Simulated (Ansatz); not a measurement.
## MoS2: which input changes reach the field gradients?

Cell: a structure deposited in the COD, taken as it stands.

```
Mo S
1.0
     1.58150    0.91308    6.12333
    -1.58150    0.91308    6.12333
     0.00000   -1.82616    6.12333
Mo S
1 2
Direct
  0.00000 0.00000 0.00000
  0.25160 0.25160 0.25160
  0.41510 0.41510 0.41510
```

Atom numbers follow the list; atoms alike are taken as one site, whose name carries the number of the first.

Reference run. The numbers come from a DFT calculation in Ansatz (PBE, plane waves and PAW, scalar-relativistic, collinear spin, 420 eV cutoff, Γ-centred 16×16×16 k-points, Fermi–Dirac smearing 0.02 eV). Start moments as typed (μB): 2 on each Mo, none on the rest.

It gives V_zz (10²¹ V/m²) Mo -9.08 (η 0.00), S2 -6.39 (η 0.00), among others. Each of these runs changes the input as listed (caps on SCF iterations aside):

A. hamiltonian.pseudopotentials: {kind: paw} → {kind: paw, source: ansatz}; hamiltonian.dispersion: not typed → d4; hamiltonian.hubbard: not typed → {sites: [{species: Mo, l: d, u_eff: 2.0}], double_counting: amf}
B. hamiltonian.dispersion: not typed → d4; hamiltonian.xc: pbe → pbesol

**Question.** How does each run end, and how far do the gradients move?

**Answer.** 

| run | Mo V_zz (η) | S2 V_zz (η) | largest change of a gradient tensor, all atoms | note |
| --- | --- | --- | --- | --- |
| A | -9.81 (0.00) | -6.49 (0.00) | 0.74 | converged; another set of PAW files; cutoff taken 510 eV |
| B | -9.06 (0.00) | -6.40 (0.00) | 0.01 | converged; another functional |

Run A moves them most, on Mo (V_zz from -9.08 to -9.81).

Run A changes hamiltonian.pseudopotentials, hamiltonian.hubbard together, so the table can't tell their shares apart.

On the reference run: The calculated pressure of 9 GPa (PBE) comes largely from the unrelaxed atoms: it is 2.9 GPa once they are relaxed in the same cell. The largest force is 1.3 eV/Å, so the atoms aren't at the calculated equilibrium and relaxing them would move these values. Without spin–orbit coupling (the program notes it for Mo) the gradients can shift somewhat, as the gap is small. The start moments die out, and the run ends without spin.
